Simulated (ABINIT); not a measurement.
Crystal: MgB2.

```xyz
3
Lattice="3.0850 0.0000 0.0000 -1.5425 2.6717 0.0000 0.0000 0.0000 3.5230" Properties=species:S:1:pos:R:3 pbc="T T T"
Mg    0.0000    0.0000    0.0000
B     1.5425    0.8906    1.7615
B     0.0000    1.7811    1.7615
```

Base run:

| Item | Value |
| --- | --- |
| Program | ABINIT 10.8.3 (patched build) |
| Functional | PBEsol |
| Potentials or basis | PseudoDojo NC SR PBEsol v0.4.1 standard |
| Cutoff | 1034 eV |
| k mesh | 8 × 8 × 6 |
| Occupations | fermi-dirac, width 0.05 eV |
| Spin | no spin polarisation |

Its results: band gap on the k mesh none (metal or under the smearing width); pressure -3.3 GPa.

Problem. After a change of settings the same cell gave: band gap on the k mesh none (metal or under the smearing width); pressure -7.4 GPa. Which change was it?
A. functional from PBEsol to LDA; potentials or basis from PseudoDojo NC SR PBEsol v0.4.1 standard to PseudoDojo NC SR LDA v0.4.1 standard; cutoff from 1034 eV to 1088 eV
B. functional from PBEsol to PBE; potentials or basis from PseudoDojo NC SR PBEsol v0.4.1 standard to PseudoDojo NC SR PBE v0.5 standard
C. functional from PBEsol to PBE; potentials or basis from PseudoDojo NC SR PBEsol v0.4.1 standard to Ansatz NC PBE; cutoff from 1034 eV to 1088 eV
D. functional from PBEsol to PBE; potentials or basis from PseudoDojo NC SR PBEsol v0.4.1 standard to PseudoDojo NC SR PBE v0.4.1 standard; cutoff from 1034 eV to 1088 eV

Solution. A.
